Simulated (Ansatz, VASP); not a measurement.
**One calculation of MnS, two programs**

Contents of INCAR:

```
SYSTEM = MnS
PREC = Accurate
ENCUT = 520
EDIFF = 1E-7
ISMEAR = 0
SIGMA = 0.05
LREAL = .FALSE.
LASPH = .TRUE.
NELM = 150
ALGO = Normal
ISIF = 2
LWAVE = .FALSE.
LCHARG = .FALSE.
ISPIN = 2
MAGMOM = 5 0
LORBIT = 11
LMAXMIX = 4
LDAU = .TRUE.
LDAUTYPE = 2
LDAUL = 2 -1
LDAUU = 6 0
LDAUJ = 0 0
LDAUPRINT = 1
GGA = PE
NBANDS = 20
```

Contents of KPOINTS:

```
Automatic mesh
0
G
  6 6 6
  0 0 0
```

Contents of POSCAR:

```
MnS
1.0
    0.0000000000      2.6122498900      2.6122498900
    2.6122498900      0.0000000000      2.6122498900
    2.6122498900      2.6122498900      0.0000000000
Mn S
1 1
Direct
    0.0000000000      0.0000000000      0.0000000000
    0.5000000000      0.5000000000      0.5000000000
```

Input for Ansatz:

```yaml
crystal:
  lattice:
    - [0.0, 2.61224989, 2.61224989]
    - [2.61224989, 0.0, 2.61224989]
    - [2.61224989, 2.61224989, 0.0]
  atoms:
    - { symbol: Mn, position: [0.0, 0.0, 0.0], spin: 5.0 }
    - { symbol: S, position: [0.5, 0.5, 0.5] }
basis:
  ecutwfc: 420
  ecutrho_ratio: 4
kpoints:
  mp_grid: { grid: [6, 6, 6] }
hamiltonian:
  xc: pbe
  hubbard: { sites: [{ site: 0, l: d, u_eff: 6.0 }] }
scf:
  occupations: { method: gaussian, width: 0.05 }
  lower_state_search: "off"
  max_iter: 150
output:
  forces: true
  stress: true
  eigenvalues: true
  populations: true
  hubbard: { sites: [{ site: 0, l: d }] }
magnetization:
  spin_polarized: true
```

Alike in both runs: task single point; functional PBE; k mesh 6 × 6 × 6; occupations gaussian, width 0.05 eV; collinear spin; Hubbard terms Mn d U = 6.0 eV.

|  | VASP | Ansatz |
| --- | --- | --- |
| version | VASP 6.6.1 | Ansatz 0.2.0 |
| potentials or method | VASP PAW PBE potentials, release 64 (Mn_pv, S) | scalar-relativistic, plane waves, PAW |
| plane-wave cutoff (eV) | 520 | 420 |
| valence electrons in the cell | 19 | 21 |

|  | VASP | Ansatz | Ansatz less VASP |
| --- | --- | --- | --- |
| gap on the k mesh at the Fermi level (eV) | 1.26 | 1.01 | -0.258 |
| least direct gap on the mesh (eV) | 3.20 | 3.09 | -0.107 |
| pressure (GPa) | 4.9 | 6.0 | +1.14 |
| net moment per atom (μB) | 2.50 | 2.50 | 0.000 |
| size of the moment on the site where the two differ most (μB) | 4.66 | 4.56 | -0.106 |

Site moments also hang on the region over which each program counts them. The programs project onto different local orbitals, so the same U acts differently. The two sets of potentials don't hold the same shells in valence.

Caveats: a cell with one magnetic atom can't hold antiferromagnetic order, which such compounds often take. The state reached can hang on the start; a lower one may exist. A k mesh can miss the band edges.
